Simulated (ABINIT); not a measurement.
Al:

```
Al
1.0
     0.00000    2.02481    2.02481
     2.02481    0.00000    2.02481
     2.02481    2.02481    0.00000
Al
1
Direct
  0.00000 0.00000 0.00000
```

Base run:

| Property | Result |
| --- | --- |
| Program | ABINIT 10.8.3 (patched build) |
| Functional | PBE |
| Potentials or basis | JTH PAW PBE v2.0 |
| Cutoff | 544 eV |
| k mesh | 11 × 11 × 11 |
| Occupations | fermi-dirac, width 0.05 eV |
| Spin | no spin polarisation |

Its results: band gap on the k mesh none (metal or under the smearing width); pressure -0.6 GPa.

**Question.** The run is repeated on the same cell with these changes: k mesh from 11 × 11 × 11 to 7 × 7 × 7. What comes out?

**Answer.** Band gap on the k mesh none (metal or under the smearing width); pressure -1.1 GPa.

Caveats: some runs use coarse meshes.
